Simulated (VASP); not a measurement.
# InAs (F-43m) in VASP: further runs, part 2 of 2

VASP 6.6.1. The steps go on from the part before.

## 5. Phonons, PBEsol

POSCAR reads:

```
InAs
1.0
    0.0000000000      3.0454540631      3.0454540631
    3.0454540631      0.0000000000      3.0454540631
    3.0454540631      3.0454540631      0.0000000000
  In              As
     1     1
Direct
     0.0000000000000000    0.0000000000000000    0.0000000000000000
     0.2500000000000000    0.2500000000000000    0.2500000000000000
```

INCAR.step1 reads:

```
SYSTEM = InAs
ALGO     = Fast           ! electronic algorithm
EDIFF    = 1E-8           ! SCF threshold, eV
EDIFFG   = -0.002         ! ionic threshold
ENCUT    = 600            ! plane-wave cutoff, eV
GGA      = PS             ! functional
IBRION   = 2              ! ionic algorithm
ISIF     = 3              ! what is computed and relaxed
ISMEAR   = 0              ! smearing method
LASPH    = .True.         ! aspherical terms in the spheres
LCHARG   = .False.        ! write CHGCAR
LREAL    = .False.        ! projectors in reciprocal space
LWAVE    = .False.        ! write WAVECAR
NELM     = 80             ! most SCF steps
NSW      = 40             ! ionic steps
PREC     = Accurate       ! precision mode
SIGMA    = 0.03           ! smearing width, eV
```

INCAR.step2 reads:

```
SYSTEM = InAs
ALGO     = Fast           ! electronic algorithm
EDIFF    = 1E-8           ! SCF threshold, eV
ENCUT    = 600            ! plane-wave cutoff, eV
GGA      = PS             ! functional
IBRION   = 6              ! ionic algorithm
ISIF     = 2              ! what is computed and relaxed
ISMEAR   = 0              ! smearing method
LASPH    = .True.         ! aspherical terms in the spheres
LCHARG   = .False.        ! write CHGCAR
LREAL    = .False.        ! projectors in reciprocal space
LWAVE    = .False.        ! write WAVECAR
NELM     = 80             ! most SCF steps
NFREE    = 2            
NSW      = 1              ! ionic steps
POTIM    = 0.015          ! step
PREC     = Accurate       ! precision mode
SIGMA    = 0.03           ! smearing width, eV
```

KPOINTS reads:

```
k-points
0
Gamma
  10 10 10
  0 0 0
```

Potentials or basis: VASP PAW PBE potentials, release 64 (In_d, As).

Command:

```console
$ cat potpaw_PBE.64/In_d/POTCAR potpaw_PBE.64/As/POTCAR > POTCAR
$ cp INCAR.step1 INCAR
$ mpirun -np 1 vasp_std > vasp.out
$ cp CONTCAR POSCAR
$ cp INCAR.step2 INCAR
$ mpirun -np 1 vasp_std > vasp.out
```

OUTCAR:

```text
SYSTEM = InAs
   EDIFF = 1E-8
   ENCUT = 600
   GGA = PS
   IBRION = 6
   ISIF = 2
   ISMEAR = 0
   LASPH = .True.
   LREAL = .False.
   NELM = 80
   NFREE = 2
   NSW = 1
   POTIM = 0.015
   PREC = Accurate

 ion  position               nearest neighbor table
   1  0.000  0.000  0.000-   2 2.64   2 2.64   2 2.64   2 2.64
   2  0.250  0.250  0.250-   1 2.64   1 2.64   1 2.64   1 2.64

  LATTYP: Found a face centered cubic cell.
 ALAT       =     6.0909081262

  Lattice vectors:

 A1 = (   0.0000000000,   3.0454540631,   3.0454540631)
 A2 = (   3.0454540631,   0.0000000000,   3.0454540631)
 A3 = (   3.0454540631,   3.0454540631,   0.0000000000)

Analysis of symmetry for initial positions (statically):
=====================================================================
[... 729 lines left out ...]
  -------------------------------------------------------------------------------------
  Total        0.0034262      0.0044201      0.0044201      0.0000000      0.1135712      0.0000000
  in kB        0.0971708      0.1253585      0.1253585      0.0000000      3.2210131      0.0000000
  external PRESSURE =       0.1159626 kB  Pullay stress =       0.0000000 kB
[... 17 lines left out ...]
  FREE ENERGIE OF THE ION-ELECTRON SYSTEM (eV)
  ---------------------------------------------------
  free  energy   TOTEN  =        -8.4893846812 eV

  energy  without entropy=       -8.4893558524  energy(sigma->0) =       -8.48937027

 INTERNAL STRAIN TENSORS FROM DISPLACED ATOMS
 ============================================

 INTERNAL STRAIN TENSOR FOR ION    1 for displacements in x,y,z  (eV/Angst):
          X           Y           Z          XY          YZ          ZX
  --------------------------------------------------------------------------------
  x     0.00000     0.00000     0.00000     0.00000     7.54246     0.00000
  y     0.00000     0.00000     0.00000     0.00000     0.00000     7.54246
  z     0.00000     0.00000     0.00000     7.54246     0.00000     0.00000

 INTERNAL STRAIN TENSOR FOR ION    2 for displacements in x,y,z  (eV/Angst):
          X           Y           Z          XY          YZ          ZX
  --------------------------------------------------------------------------------
  x    -0.00000    -0.00000    -0.00000     0.00000    -7.57165     0.00000
  y     0.00000    -0.00000     0.00000     0.00000     0.00000    -7.57165
  z    -0.00000    -0.00000    -0.00000    -7.57165     0.00000     0.00000

 Eigenvectors and eigenvalues of the dynamical matrix
 ----------------------------------------------------

   1 f  =    6.205298 THz    38.989040 2PiTHz  206.986474 cm-1    25.663041 meV
             X         Y         Z           dx          dy          dz
      0.000000  0.000000  0.000000    -0.628407    0.000000    0.000000
      1.522727  1.522727  1.522727     0.777884   -0.000000    0.000000
[... 21 lines left out ...]
   6 f/i=    0.000211 THz     0.001329 2PiTHz    0.007055 cm-1     0.000875 meV
             X         Y         Z           dx          dy          dz
      0.000000  0.000000  0.000000    -0.421305    0.653916    0.000000
      1.522727  1.522727  1.522727    -0.340348    0.528261    0.000000

 ELASTIC MODULI CONTR FROM IONIC RELAXATION (kBar)
 Direction    XX          YY          ZZ          XY          YZ          ZX
 --------------------------------------------------------------------------------
 XX          -0.0000     -0.0000     -0.0000     -0.0000     -0.0000     -0.0000
 YY          -0.0000     -0.0000     -0.0000     -0.0000     -0.0000     -0.0000
 ZZ          -0.0000     -0.0000     -0.0000     -0.0000     -0.0000     -0.0000
 XY          -0.0000     -0.0000     -0.0000   -226.7440     -0.0000      0.0000
 YZ          -0.0000     -0.0000     -0.0000     -0.0000   -226.7440     -0.0000
 ZX          -0.0000     -0.0000     -0.0000      0.0000     -0.0000   -226.7440
 --------------------------------------------------------------------------------
```

OSZICAR.step1:

```text
N       E                     dE             d eps       ncg     rms          rms(c)
DAV:   1     0.116991123225E+03    0.11699E+03   -0.90594E+03  1222   0.162E+03
DAV:   2    -0.656113952891E-01   -0.11706E+03   -0.11357E+03  1262   0.337E+02
DAV:   3    -0.854554525227E+01   -0.84799E+01   -0.83841E+01  1592   0.926E+01
DAV:   4    -0.877073799961E+01   -0.22519E+00   -0.22501E+00  1347   0.170E+01
[... 10 lines left out ...]
RMM:  15    -0.849018489815E+01    0.10508E-05   -0.26164E-06  1533   0.131E-02    0.893E-03
RMM:  16    -0.849018495283E+01   -0.54686E-07   -0.99642E-07  1458   0.675E-03    0.153E-02
RMM:  17    -0.849018468214E+01    0.27069E-06   -0.36293E-07  1125   0.399E-03    0.500E-03
RMM:  18    -0.849018463906E+01    0.43086E-07   -0.10085E-07  1227   0.301E-03    0.370E-03
RMM:  19    -0.849018463742E+01    0.16373E-08   -0.24161E-08   913   0.147E-03
   1 F= -.84901846E+01 E0= -.84901615E+01  d E =-.849018E+01
```

Wall time 12 min (1 thread of AMD EPYC 7R13 (Zen 3), shared host); peak memory 0.39 GiB.

Results:

```yaml
Highest_phonon_frequency_at_Γ_LO-TO_splitting_left_out: 207 cm⁻¹
```

Phonon frequencies in cm⁻¹ (negative: imaginary):
```
              q point        frequencies
(0.000, 0.000, 0.000)  0 0 0 207 207 207
```

Caveat: the PAW data sets were made with another functional, which shifts forces and pressure a little.

## 6. Elastic constants, PBE

This run uses another cell than the first one, of 29.62 Å³/atom, 1.049 times its volume.

POSCAR reads:

```
InAs
1.0
    0.0000000000      3.0941320029      3.0941320029
    3.0941320029      0.0000000000      3.0941320029
    3.0941320029      3.0941320029      0.0000000000
  In              As
     1     1
Direct
     0.0000000000000000    0.0000000000000000    0.0000000000000000
     0.2500000000000000    0.2500000000000000    0.2500000000000000
```

INCAR.step1 reads:

```
SYSTEM = InAs
  ALGO = Normal
  EDIFF = 1E-8
  EDIFFG = -0.002
  ENCUT = 600
  GGA = PE
  IBRION = 2
  ISIF = 3
  ISMEAR = 0
  LASPH = .TRUE.
  LCHARG = .FALSE.
  LREAL = .FALSE.
  LWAVE = .FALSE.
  NELM = 80
  NSW = 40
  PREC = Accurate
  SIGMA = 0.03
```

INCAR.step2 reads:

```
SYSTEM = InAs
  ALGO = Normal
  EDIFF = 1E-8
  ENCUT = 600
  GGA = PE
  IBRION = 6
  ISIF = 3
  ISMEAR = 0
  LASPH = .TRUE.
  LCHARG = .FALSE.
  LREAL = .FALSE.
  LWAVE = .FALSE.
  NELM = 80
  NFREE = 2
  NSW = 1
  POTIM = 0.015
  PREC = Accurate
  SIGMA = 0.03
```

KPOINTS reads:

```
k-points
0
G
  10 10 10
  0 0 0
```

Potentials or basis: VASP PAW PBE potentials, release 64 (In_d, As).

Command:

```console
$ cat potpaw_PBE.64/In_d/POTCAR potpaw_PBE.64/As/POTCAR > POTCAR
$ cp INCAR.step1 INCAR
$ mpirun -np 1 vasp_std > vasp.out
$ cp CONTCAR POSCAR
$ cp INCAR.step2 INCAR
$ mpirun -np 1 vasp_std > vasp.out
```

It took 40 min on 1 thread of Intel Xeon Platinum 8175M at 2.50GHz (Skylake/Cascade Lake), shared host; peak memory 0.59 GiB.

Results (log left out):

| Item | Value |
| --- | --- |
| Relaxed volume | 29.64 Å³/atom |
| Relaxed cell | a = 4.377 Å, b = 4.377 Å, c = 4.377 Å, α = 60.00°, β = 60.00°, γ = 60.00° |
| Space group after relaxing (to 0.05 Å) | F-43m (No. 216) |
| Elastic constants C11, C12, C44 | 70, 38, 33 GPa |
| Voigt bulk modulus | 49 GPa |
| Highest phonon frequency at Γ, LO-TO splitting left out | 197 cm⁻¹ |

Final structure:
```
In As
1.0
     0.00000    3.09482    3.09482
     3.09482    0.00000    3.09482
     3.09482    3.09482    0.00000
In As
1 1
Direct
  0.00000 0.00000 0.00000
  0.25000 0.25000 0.25000
```

Phonon frequencies in cm⁻¹ (negative: imaginary):
```csv
q point,frequencies
"(0.000, 0.000, 0.000)",0 0 0 197 197 197
```

Elastic tensor in Voigt notation (GPa, in the Cartesian axes of the cell as first typed):
```
70 38 38  0  0  0
38 70 38  0  0  0
38 38 70  0  0  0
 0  0  0 33  0  0
 0  0  0  0 33  0
 0  0  0  0  0 33
```

Clamped-ion elastic tensor (GPa):
```
70 38 38  0  0  0
38 70 38  0  0  0
38 38 70  0  0  0
 0  0  0 50  0  0
 0  0  0  0 50  0
 0  0  0  0  0 50
```
